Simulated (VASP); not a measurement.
**SnSe: single point with r2SCAN**

SnSe:

```xyz
2
Lattice="0.0000 3.4938 2.9870 3.4938 0.0000 2.9870 3.4938 3.4938 0.0000" Properties=species:S:1:pos:R:3 pbc="T T T"
Sn    0.0000    0.0000    0.0000
Se    1.7469    1.7469    1.4935
```

The cell was built by a generator and needn't be a form met in nature.

The cell isn't the ideal one: epitaxial_xy strain +3.9%.

| Property | Result |
| --- | --- |
| Program | VASP 6.6.1 |
| Task | single point |
| Functional | r2SCAN |
| Potentials or basis | VASP PAW PBE potentials, release 64 (Sn_d, Se) |
| Cutoff | 520 eV |
| k mesh | 6 × 6 × 6 |
| Occupations | fermi-dirac, width 0.02 eV |
| Spin | no spin polarisation |

| Item | Value |
| --- | --- |
| Pressure | 0.5 GPa |
| Band gap on the k mesh | none (metal or under the smearing width) |

Stress tensor (GPa, compression positive):
```
 0.84  0.00  0.00
 0.00  0.84  0.00
 0.00  0.00 -0.03
```

Levels at points of the mesh, in eV from the Fermi level:
| k point | band 8 | band 9 | band 10 | band 11 | band 12 | band 13 |
| --- | --- | --- | --- | --- | --- | --- |
| (0.00, 0.00, 0.00) | -2.95 | -2.95 | -2.44 | 1.19 | 1.68 | 1.68 |
| (0.50, 0.00, 0.00) | -3.63 | -3.02 | -2.49 | 2.08 | 2.36 | 3.44 |
| (0.50, 0.50, 0.00) | -4.43 | -4.43 | -1.39 | -0.36 | 4.70 | 4.70 |
| (0.50, 0.00, 0.50) | -3.86 | -3.82 | -0.54 | -0.01 | 3.97 | 4.53 |

Run time: 3.2 min on 1 thread of Intel(R) Xeon(R) Platinum 8175M CPU @ 2.50GHz (Skylake/Cascade Lake), with other jobs on the host, peak memory 0.25 GiB.

Caveat: the PAW data sets were made with another functional, which shifts forces and pressure a little.
